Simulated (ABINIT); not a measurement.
A run of ABINIT 10.8.3 (patched build) is set up as follows.

The input run.abi:

```
ndtset 7
getwfk -1
scalecart1 3*0.9795861087
scalecart2 3*0.9864848297
scalecart3 3*0.9932883884
scalecart4 3*1.0000000000
scalecart5 3*1.0066227096
scalecart6 3*1.0131594038
scalecart7 3*1.0196128224

pp_dirpath "./"
pseudos "Zn.GGA_PBE-JTH.xml, S.GGA_PBE-JTH.xml"

acell 3.8212050455 3.8212050455 3.8212050455 Angstrom
rprim
     0.0000000000     0.7071067812     0.7071067812
     0.7071067812     0.0000000000     0.7071067812
     0.7071067812     0.7071067812     0.0000000000
ntypat 2
znucl 30 16
natom 2
typat 1 2
xred
     0.7500000000     0.7500000000     0.7500000000
     0.0000000000     0.0000000000     0.0000000000

ecut 22.0
pawecutdg 44.0
pawxcdev 0

kptopt 1
ngkpt 9 9 9
nshiftk 1
shiftk 0.0 0.0 0.0

ixc 11
vdw_xc 7

nband 13
occopt 3
tsmear 0.05 eV

nstep 100
tolvrs 1.0e-9

iomode 3
prtwf 1
prtden 0
prteig 0
prtebands 0
enunit 1
```

Potentials or basis: JTH PAW PBE v2.0.

Run with:

```bash
$ abinit run.abi > log 2>&1
```

Q: Predict the pressure derivative of the bulk modulus.

A: 4.4.

Q: Estimate the bulk modulus.

A: 77 GPa.

Energy against volume, from the lowest point:
```
volume (Å³/atom)  energy (meV/atom)
          18.543               9.97
          18.938               2.79
          19.332               0.00
          19.727               1.17
          20.121               5.88
          20.516              13.75
          20.910              24.45
```

Caveat: pressures at fixed basis lie under the slope of the energies.

**Experimental background.**

“Electronic, vibrational, and thermodynamic properties of ZnS (zincblende and rocksalt structure)”, 2009, arxiv:0911.5022 quotes, for a bulk crystal of ZnS: bulk modulus 76.9 GPa.

A measured bulk modulus of ZnS is 76.9 GPa (quoted in “Electronic, vibrational, and thermodynamic properties of ZnS (zincblende and rocksalt structure)”, 2009, arxiv:0911.5022); the calculated 77 GPa misses it by +0.3 %. The fit is for a static lattice scaled at fixed shape and fixed fractional positions.
